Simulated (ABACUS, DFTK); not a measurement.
This is a calculation of MgB2 for DFTK 0.8.2. Atoms were shifted at random by some hundredths of an Å from the given cell, which wasn't relaxed again for these runs. 

Contents of run.jl:

```julia
using DFTK
using PseudoPotentialData
using Unitful, UnitfulAtomic
using LinearAlgebra, Printf
include("save.jl")
disable_threading()

# lattice vectors are the columns
lattice = austrip(1u"Å") * [         3.085        -1.5425            0.0;
                      0.0   2.6716883707            0.0;
                      0.0            0.0          3.523]
symbols   = [:Mg, :B, :B]
positions = [[0.019588, -0.006413, -0.009805],
             [0.664408, 0.32161, 0.49171],
             [0.336374, 0.666392, 0.509255]]
pseudopotentials = PseudoFamily("dojo.nc.sr.pbesol.v0_4_1.standard.upf")
elements = Dict(s => ElementPsp(s, pseudopotentials) for s in unique(symbols))
atoms    = [elements[s] for s in symbols]

build_model(lattice, positions; symmetries=true) =
    model_DFT(lattice, atoms, positions;
              functionals=PBEsol(),
              temperature=austrip(0.05u"eV"),
              smearing=Smearing.FermiDirac(),
              symmetries)
Ecut  = 42.0  # hartree
kgrid = [10, 10, 8]
tol   = 1e-6
to_GPa = ustrip(uconvert(u"GPa", 1u"hartree/bohr^3"))

model = build_model(lattice, positions)
basis = PlaneWaveBasis(model; Ecut, kgrid)
display(basis)
scfres = self_consistent_field(basis;
                               tol,
                               nbandsalg=AdaptiveBands(model; n_bands_converge=13))
display(scfres.energies)
@printf "Fermi level: %.6f eV\n" ustrip(auconvert(u"eV", something(scfres.εF, NaN)))
forces = compute_forces_cart(scfres)
println("Forces (eV/Å)")
for (s, f) in zip(symbols, forces)
    @printf "%-3s %12.6f %12.6f %12.6f\n" s ustrip.(auconvert.(u"eV/Å", f))...
end
stress = compute_stresses_cart(scfres)
println("Stress (GPa)")
display(round.(stress * to_GPa; digits=4))
println("Levels at the first k-point (eV): ", round.(ustrip.(auconvert.(u"eV", scfres.eigenvalues[1][1:scfres.n_bands_converge])); digits=4))
save_scf!(scfres; forces, stress)
```

Potentials or basis: dojo.nc.sr.pbesol.v0_4_1.standard.upf (PBEsol).

Command:

```sh
$ julia --threads=1 run.jl  # save.jl only writes the numbers to a file and isn't shown; printed stress counts tension as positive; times include loading and compiling
```

Translate it to ABACUS 3.10.1. Potentials or basis there: PseudoDojo NC SR 0.4.1 PBEsol standard, plane waves, cutoff 1143 eV.

As run (cutoffs and basis follow the program's own potentials, and thresholds, step limits or extra output files can differ):

Contents of INPUT:

```
INPUT_PARAMETERS
suffix              MgB2
calculation         scf
basis_type          pw
pseudo_dir          ./
symmetry            1
dft_functional      pbesol
ecutwfc             84
pseudo_rcut         7
nspin               1
nbands              12
ks_solver           dav
smearing_method     fd
smearing_sigma      0.00367493
scf_thr             1e-08
scf_nmax            100
mixing_type         broyden
mixing_beta         0.7
cal_force           1
cal_stress          1
kpar                4
```

Contents of STRU:

```
ATOMIC_SPECIES
Mg 24.3050 Mg.upf
B 10.8100 B.upf

LATTICE_CONSTANT
1.8897261246

LATTICE_VECTORS
3.0850000000 0.0000000000 0.0000000000
-1.5425000000 2.6716883707 0.0000000000
0.0000000000 0.0000000000 3.5230000000

ATOMIC_POSITIONS
Direct

Mg
0.0
1
0.0195880000 -0.0064130000 -0.0098050000 1 1 1

B
0.0
2
0.6644080000 0.3216100000 0.4917100000 1 1 1
0.3363740000 0.6663920000 0.5092550000 1 1 1
```

The input KPT:

```
K_POINTS
0
Gamma
10 10 8 0 0 0
```

Potentials or basis: PseudoDojo NC SR 0.4.1 PBEsol standard, plane waves.

The run is started by

```console
$ OMP_NUM_THREADS=1 mpirun -np 4 abacus > log
```

Both were run:

|  | DFTK | ABACUS |
| --- | --- | --- |
| Pressure | -2.4 GPa | -2.4 GPa |
| Largest force | 0.737 eV/Å | 0.738 eV/Å |

Pressure is positive in compression.
